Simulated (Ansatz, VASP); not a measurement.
Two plane-wave programs on Bi2TeSe2 (Skippenite)

```
CELL_PARAMETERS angstrom
2.09150 1.20753 9.71233
-2.09150 1.20753 9.71233
0.00000 -2.41506 9.71233
ATOMIC_POSITIONS crystal
Bi 0.60194 0.60194 0.60194
Bi 0.39806 0.39806 0.39806
Te 0.00000 0.00000 0.00000
Se 0.78840 0.78840 0.78840
Se 0.21160 0.21160 0.21160
```

Alike in both runs: task single point; functional PBEsol; k mesh 7 × 7 × 7; occupations fermi-dirac, width 0.05 eV; no spin polarisation.

|  | VASP | Ansatz |
| --- | --- | --- |
| version | VASP 6.6.1 | Ansatz 0.2.0 |
| potentials or method | VASP PAW PBE potentials, release 64 (Bi_d, Te, Se) | Ansatz PAW |
| plane-wave cutoff (eV) | 520 | 420 |
| valence electrons in the cell | 48 | 78 |

```csv
,VASP,Ansatz,Ansatz less VASP
gap on the k mesh at the Fermi level (eV),0.43,0.43,-0.003
least direct gap on the mesh (eV),0.43,0.43,-0.003
pressure (GPa),1.9,1.9,-0.03
largest component of the traceless stress (GPa),0.19,0.19,-0.003
rms of the force components (eV/Å),0.683,0.686,+0.0024
```

Atom by atom the forces differ by 0.005 eV/Å (rms over components). The two sets of potentials don't hold the same shells in valence.

Caveats: spin-orbit coupling is left out, which as a rule narrows the gap of such compounds by several tenths of an eV; the PAW data sets were made with another functional, which shifts forces and pressure a little (VASP); an odd mesh through Γ misses points on the zone boundary, where band edges often lie (VASP); odd divisions of the mesh miss points on the zone boundary, where band edges often lie, so the gap on the mesh can be too wide (Ansatz); the PAW data sets come from PBE, with cores solved anew for the run's functional, which leaves a small shift of forces and pressure (Ansatz); forces of over 1 eV/Å show positions far from the minimum, so gaps and moduli don't describe the material at rest (Ansatz).
